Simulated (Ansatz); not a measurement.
Runs of Ansatz 0.2.0 on Sb. The typed cell holds 2 atoms: a = 3.353 Å, b = 3.353 Å, c = 5.808 Å, α = 73.22°, β = 73.22°, γ = 60.00°. 

```csv
task,level,cell,cutoff (eV),points for each segment of the path,gap on the mesh (eV),pressure (GPa),largest force (eV/Å)
band structure,revPBE,"all atoms moved at random, sigma 0.25 Å a component",420,14,none,(a),2.01
band structure,LDA,"all atoms moved at random, sigma 0.25 Å a component",420,14,none,8.2,1.54
band structure,r2SCAN,"all atoms moved at random, sigma 0.25 Å a component",500,14,none,12.5,1.53
band structure,BLYP,"all atoms moved at random, sigma 0.25 Å a component",420,14,none,18.5,1.98
relaxation of the atoms,PBE,"atoms relaxed from: all atoms moved at random, sigma 0.25 Å a component",420,-,none,2.7,0.01
band structure,PBE,"all atoms moved at random, sigma 0.25 Å a component",420,14,none,13.0,1.94
band structure,PBEsol,"all atoms moved at random, sigma 0.25 Å a component",420,14,none,9.7,1.76
band structure,RPBE,"all atoms moved at random, sigma 0.25 Å a component",420,14,none,14.5,(b)
```

Alike in all rows: potentials or basis Ansatz PAW; no spin polarisation; k mesh 9 × 9 × 5; smearing fermi-dirac 0.05 eV.

**Question.** Estimate the missing entries.

**Answer.** (a) 14.1; (b) 2.03.

Caveats: spin-orbit coupling is left out, which moves the levels of the heavy elements (some runs); forces of over 1 eV/Å show positions far from the minimum, so gaps and moduli don't describe the material at rest (some runs); the PAW data sets come from PBE, with cores solved anew for the run's functional, which leaves a small shift of forces and pressure (some runs); the thresholds are loose for stress (some runs).

A k mesh can miss the band edges, and the runs leave out spin-orbit coupling on Sb.

A gap of «none» marks a metal or a gap under the smearing width.
